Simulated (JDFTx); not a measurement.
The system is HfO2.

```
CELL_PARAMETERS angstrom
3.55802 0.00000 0.00000
0.00000 3.55802 0.00000
0.00000 0.00000 5.17186
ATOMIC_POSITIONS crystal
Hf 0.00000 0.00000 0.00000
Hf 0.50000 0.50000 0.50000
O 0.00000 0.50000 0.19721
O 0.50000 0.00000 0.30279
O 0.50000 0.00000 0.80279
O 0.00000 0.50000 0.69721
```

Measurements of this composition are mostly on another form, of space group No. 14.

- Program: JDFTx 1.7.0 (patched build)
- Task: single point
- Functional: PBEsol
- Potentials or basis: PseudoDojo-SR-PBEsol-0.4.1-standard with smoothed tails
- Cutoff: 1143 eV
- Density cutoff: 9143 eV
- k mesh: 8 × 8 × 5
- Occupations: fermi-dirac, width 0.05 eV
- Spin: no spin polarisation

On this cell: pressure -1.4 GPa; largest force under 0.003 eV/Å; band gap on the k mesh 4.69 eV, indirect (least direct gap 4.76 eV).

The same run follows on a disturbed copy (atoms moved at random, drawn with an rms of 0.05 Å):

```
Hf O
1.0
     3.55802    0.00000    0.00000
     0.00000    3.55802    0.00000
     0.00000    0.00000    5.17186
Hf O
2 4
Direct
  0.00208 0.01029 0.01088
  0.51311 0.50310 0.49438
  0.98779 0.50715 0.19614
  0.50208 0.99534 0.29651
  0.49375 0.00212 0.81003
  0.99675 0.49559 0.69163
```

Question: What does the disturbed cell give?

Answer: The energy moves by +18.2 meV/atom; pressure 0.0 GPa; largest force 1.521 eV/Å; band gap on the k mesh 4.48 eV, indirect (least direct gap 4.56 eV).

Forces in eV/Å, atoms in the order of the input:
```
Hf  -0.297 -0.104 -1.488
Hf  -0.481 -0.274  1.027
O    0.193 -0.204  0.315
O   -0.260  0.631  0.487
O    0.404 -0.094 -0.353
O    0.442  0.045  0.013
```

Stress tensor (GPa, compression positive):
```
-2.30 -0.17  0.47
-0.17  2.26 -0.17
 0.47 -0.17  0.12
```

Caveats: the empty levels aren't tightly converged; spin-orbit coupling is left out, which moves the levels of the heavy elements; an odd mesh through Γ misses points on the zone boundary, where band edges often lie.
